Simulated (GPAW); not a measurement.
Al, 1 atom in the cell. Symmetry: Fm-3m, No. 225, cubic system. Conventional cell: a = 4.050 Å, b = 4.050 Å, c = 4.050 Å, α = 90.00°, β = 90.00°, γ = 90.00°. Around Al (site symmetry m-3m) lie 12 Al at 2.86 Å. 

```yaml
Program: GPAW 26.7.0
Task: single point
Functional: PBE
Potentials_or_basis: GPAW PAW data sets (gpaw-data 1.2.1)
Cutoff: 500 eV
Basis: pw
k_mesh: 9 × 9 × 9
Occupations: fermi-dirac, width 0.05 eV
Spin: no spin polarisation
Maxiter: 120
Convergence: default
```

Potentials or basis: GPAW PAW data sets (gpaw-data 1.2.1), pw.

Launch:

```console
$ OMP_NUM_THREADS=1 python run.py
```

Hardware: 1 thread of Arm Neoverse V2, with other jobs on the host.

Question: How long does it take, and how much memory?

Answer: It took 2.4 s on 1 thread of Arm Neoverse V2, on a shared host, peak memory 0.12 GiB. Counts: scf iterations 7, plane waves 436, bands 7, k points 35.
